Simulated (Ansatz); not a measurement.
# Ga2O3 (R-3c), a film clamped to a substrate

The calculation used DFT PBE, scalar-relativistic, plane waves, PAW in Ansatz. Settings: plane waves to 420 eV, k-mesh 6×6×6 (Γ-centred), Gaussian smearing 0.05 eV. No spin polarisation. Energies are free energies at this smearing, counted from the undisturbed cell; pressure is positive in compression.

The starting cell (relaxed at this level; this form isn't the usual structure):

```
Ga O
1.0
     2.52872    1.45996    4.54104
    -2.52872    1.45996    4.54104
     0.00000   -2.91992    4.54104
Ga O
4 6
Direct
  0.35587 0.35587 0.35587
  0.14413 0.14413 0.14413
  0.64413 0.64413 0.64413
  0.85587 0.85587 0.85587
  0.55317 0.94683 0.25000
  0.25000 0.55317 0.94683
  0.94683 0.25000 0.55317
  0.44683 0.05317 0.75000
  0.75000 0.44683 0.05317
  0.05317 0.75000 0.44683
```

The cell (10 atoms, V0 = 100.59 Å³) is strained by p along both x and y and by q along z, fractional coordinates fixed. τp = (1/V0) ∂E/∂p = (σxx + σyy)(1 + p)(1 + q) and τq = (1/V0) ∂E/∂q = σzz(1 + p)², with tension positive.

```csv
p,q,ΔE (meV/atom),τp (GPa),τq (GPa)
0.000,0.000,0.00,-0.07,0.00
-0.025,0.000,21.99,-28.93,-5.88
0.025,0.000,19.02,23.51,4.73
0.000,-0.025,6.93,-5.75,-8.98
0.000,0.025,6.42,4.82,8.02
```

Get the second derivatives of the energy density.

Central differences give A = ∂τp/∂p = 1049 GPa (C11 + C22 + 2 C12), C = ∂τq/∂q = 340 GPa (C33) and the cross term B = ∂τq/∂p = 212 GPa (C13 + C23); ∂τp/∂q = 211 GPa must equal B, and any difference shows higher-order terms. The ions are clamped.

A film of this crystal grows with z along the normal on a substrate that imposes p. How does its thickness respond, and what does the misfit cost?

Count p and q from the stress-free cell. A free surface needs τq = 0, so q = −(B/C) p = -0.62 p. The energy density left is (A − B²/C) p²/2 = M p², with the biaxial modulus M = 458 GPa; a misfit of 1 % costs 2.88 meV/atom, against 3.29 meV/atom if the thickness were held.

At p = 0.050 the energies along q are 68.7 (q = -0.050), 63.9 (q = -0.025), 71.5 (q = 0.000), 90.1 (q = 0.025), 118.7 (q = 0.050) meV/atom.

Does the linear rule hold at this misfit?

A parabola through the lowest point and its neighbours has its minimum at q = -0.028, 63.8 meV/atom. With the stress left in the starting cell, τp0 and τq0, linear elasticity gives q = −(τq0 + Bp)/C = -0.031 and E = V0(τp0 p + τq0 q + Ap²/2 + Bpq + Cq²/2)/N = 71.7 meV/atom. The energies differ by more than a tenth, so the quadratic law fails here: the gap holds the anharmonic part, with some error from the wide steps. Cubic terms also shift the vertex of so wide a parabola.

Forces appear on the atoms along this scan, and letting them relax would lower the energy and soften the response.

The film resists in-plane strain strongly, and freeing its thickness recovers only a small part of the cost, 2.88 against 3.29 meV/atom at 1 % misfit. The normal responds through a cross term well below C33, so thinning cannot offset most of the in-plane stretching of the Ga–O network.

Along both directions compression costs more than equal extension. Overlap repulsion between closed ionic shells rises steeply as Ga–O and O–O distances shrink, while the restoring force weakens as they grow. The same asymmetry accounts for the larger tensile misfit, where the scan's minimum of 63.8 meV/atom lies below the harmonic 71.7.

The sign matters in practice: on sapphire, the common substrate for this corundum phase, the film is compressed in the plane because Al2O3 has the smaller lattice. There the quadratic law would probably underestimate the elastic cost rather than overestimate it. The in-plane modulus combines C11 and C12, so these strains don't establish whether the crystal is stiffer along a single in-plane axis than along z.
